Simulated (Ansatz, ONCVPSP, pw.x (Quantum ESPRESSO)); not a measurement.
# What a changed setting does to a pw.x run (fcc P)

Potential: optimised norm-conserving Vanderbilt (ONCV), ONCVPSP 4.0.1.1 (patched build), PBE; core [Ne], reference 3s2 3p2.5; waves: 3s: rc 1.60 bohr, ncon 4, nbas 7, qcut 4.2 1/bohr, 1 projector; 3p: rc 1.35 bohr, ncon 4, nbas 7, qcut 6.1 1/bohr, 1 projector; d scattering state at 0.43 Ha: rc 1.65 bohr, ncon 3, nbas 7, qcut 5.8 1/bohr, 2 projectors, debl 2.9 Ha; local part: polynomial inside 1.30 bohr (lpopt 5, dvloc0 0 Ha); core correction: Teter function, fcfact 4.5, rcfact 1.

The reference run (k-mesh 14³, cutoffs 165/660 Ry, Fermi–Dirac 0.01 Ry, mixing_beta 0.4, conv_thr 1e-9, no spin) gives -1.62 GPa at 14.767 Å³/atom, where all-electron LAPW gives -1.13 GPa. This run, with its own iteration cap, changes degauss to 0, a wrong or extreme entry chosen on purpose.

```
&control
  calculation='scf', prefix='x', pseudo_dir='./', outdir='./tmp', tstress=.true., disk_io='none'
/
&system
  ibrav=0, nat=1, ntyp=1, ecutwfc=165, ecutrho=660, nbnd=9,
  occupations='smearing', smearing='fd', degauss=0
/
&electrons
  conv_thr=1e-09, mixing_beta=0.4, electron_maxstep=70
/
ATOMIC_SPECIES
P 1.0 P.UPF
CELL_PARAMETERS angstrom
  0.00000000 1.94724573 1.94724573
  1.94724573 0.00000000 1.94724573
  1.94724573 1.94724573 0.00000000
ATOMIC_POSITIONS crystal
P 0.0000 0.0000 0.0000
K_POINTS automatic
14 14 14 0 0 0
```

```bash
pw.x < P.scf.in > P.scf.out
```

Q: How does the run end?

A: It stops with "set_occupations: smearing requires a value for gaussian broadening (degauss)".

```
Error in routine  set_occupations (1):
      smearing requires a value for gaussian broadening (degauss)
```
